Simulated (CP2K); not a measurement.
WS2, a slab with vacuum:

```
W S
1.0
     3.18352    0.00000    0.00000
    -1.59176    2.75701    0.00000
     0.00000    0.00000   16.95058
W S
1 2
Direct
  0.00000 0.00000 0.00000
  0.33333 0.66667 0.09200
  0.33333 0.66667 0.90800
```

Base run:

- Program: CP2K 2026.2
- Functional: PBE
- Potentials or basis: POTENTIAL_UZH W GTH-PBE-q14, S GTH-PBE-q6; TZV2P-MOLOPT-PBE-GTH basis
- Density cutoff: 6123 eV
- k mesh: 10 × 10 × 2
- Occupations: fermi-dirac, width 0.05 eV
- Spin: no spin polarisation

Its results: band gap on the k mesh 1.98 eV, indirect (least direct gap 2.16 eV); largest force 0.137 eV/Å.

Problem. The run is repeated on the same cell with these changes: potentials or basis from POTENTIAL_UZH W GTH-PBE-q14, S GTH-PBE-q6; TZV2P-MOLOPT-PBE-GTH basis to POTENTIAL_UZH W GTH-PBE-q14, S GTH-PBE-q6; ccGRB-D basis; basis sets from W TZV2P-MOLOPT-PBE-GTH-q14, S TZV2P-MOLOPT-PBE-GTH-q6 to W ccGRB-D-q14, S ccGRB-D-q6. What comes out?

Solution. Band gap on the k mesh 1.91 eV, indirect (least direct gap 2.20 eV); largest force 0.529 eV/Å.

Caveats: spin-orbit coupling is left out, which moves the levels of the heavy elements; the basis of atomic orbitals isn't converged, which shifts pressures, moduli and gaps.

A k mesh can miss the band edges.
